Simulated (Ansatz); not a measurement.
Runs of Ansatz 0.2.0 on AlN. Symmetry: F-43m, No. 216, cubic system. Conventional cell: a = 4.368 Å, b = 4.368 Å, c = 4.368 Å, α = 90.00°, β = 90.00°, γ = 90.00°. Around Al (site symmetry -43m) lie 4 N at 1.89 Å. N (site symmetry -43m) is surrounded by 4 Al at 1.89 Å. Measurements of this composition are mostly on another form, of space group No. 186.

```tsv
task	level	potentials or basis	cell	cutoff (eV)	smearing	basis error allowed	gap on the mesh (eV)	pressure (GPa)	relaxed volume (Å³/atom)
Born charges and dielectric tensor	LDA	all-electron PAW datasets made for the crystal	as given	400	fixed	-	3.24	-	-
band structure	BLYP	all-electron LAPW, scalar-relativistic	as given	378	fermi-dirac 0.05 eV	0.001 eV/atom	3.68	(a)	-
band structure	LDA	all-electron LAPW, scalar-relativistic	as given	378	fermi-dirac 0.05 eV	0.001 eV/atom	3.24	-3.6	-
relaxation of cell and atoms	RPBE	all-electron LAPW, scalar-relativistic	relaxed	-	fermi-dirac 0.05 eV	0.001 eV/atom	3.34	0.0	10.86
relaxation of cell and atoms	BLYP+D3(BJ)	all-electron LAPW, scalar-relativistic	relaxed	-	fermi-dirac 0.05 eV	0.001 eV/atom	3.68	0.0	(b)
```

Alike in all rows: no spin polarisation; k mesh 10 × 10 × 10.

Q: Fill in the values left out.

A: (a) 7.9; (b) 10.34.

Caveats: the program warned that the printed levels may be off, so bands, gaps and densities of states are rough (some runs).

A k mesh can miss the band edges.

The runs don't all hold the same shells in valence.

Runs at the PBE level aren't shown here.
